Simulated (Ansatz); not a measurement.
## Relaxing Na

Method: DFT PBE, scalar-relativistic, plane waves, PAW in Ansatz 0.2.0. (420 eV cutoff, 12×12×8 k-mesh, Gaussian smearing of 0.10 eV, no spin polarisation)

What was changed: uniaxial strain along a, with b, c and atoms relaxed: +2.0 %.

Input:

```yaml
crystal:
  lattice:
    - [3.8258300377, 0.0, 0.0]
    - [0.0, 3.7320596936, 0.0]
    - [0.0, 0.0, 5.2314977543]
  atoms:
    - { symbol: Na, position: [0.0, 0.0, 0.0] }
    - { symbol: Na, position: [0.5, 0.5, 0.5] }
basis:
  ecutwfc: 420
kpoints:
  mp_grid: { grid: [12, 12, 8] }
hamiltonian:
  xc: pbe
scf:
  occupations: { method: gaussian, width: 0.1 }
output:
  forces: true
  stress: true
  eigenvalues: true
relax:
  adjacent_minimum: "off"
  f_tol: 0.008
  max_steps: 40
  cell: { stress_tol: 0.05, fix: [a, angles] }
```

F is the free energy. Steps run on the plane waves of an earlier cell, but the last one, and at times one on the way, on a freshly chosen basis, so a repeated geometry can differ a little in energy. The held parts of the cell keep their stress, so P needn't end at zero.

Steps:

```tsv
step	F − F(1) (eV)	largest force component (eV/Å)	V (Å³/atom)	P (GPa)
1	0.0000	0.000	37.348	-0.06
2	-0.0001	0.000	37.346	-0.06
3	-0.0016	0.000	37.174	-0.03
4	-0.0009	0.000	36.580	0.09
5	-0.0021	0.000	36.867	0.03
6	-0.0023	0.000	36.637	0.08
7	-0.0023	0.000	36.789	0.05
8	-0.0022	0.000	36.789	0.05
```

Relaxed structure:

```cif
data_structure
_symmetry_space_group_name_H-M 'P 1'
_symmetry_Int_Tables_number 1
_cell_length_a 3.8258
_cell_length_b 3.8621
_cell_length_c 4.9796
_cell_angle_alpha 90.000
_cell_angle_beta 90.000
_cell_angle_gamma 90.000
_cell_volume 73.58
loop_
_atom_site_label
_atom_site_type_symbol
_atom_site_fract_x
_atom_site_fract_y
_atom_site_fract_z
_atom_site_occupancy
Na1 Na 0.00000 0.00000 0.00000 1
Na2 Na 0.50000 0.50000 0.50000 1
```

It takes space group Immm (No. 71, orthorhombic). The conventional cell has a = 3.826 Å, b = 3.862 Å, c = 4.980 Å, α = 90.00°, β = 90.00°, γ = 90.00°. Around Na (site symmetry mmm) lie 12 Na at 3.69 to 3.86 Å.

The run converged. The run took roughly 70 core-seconds.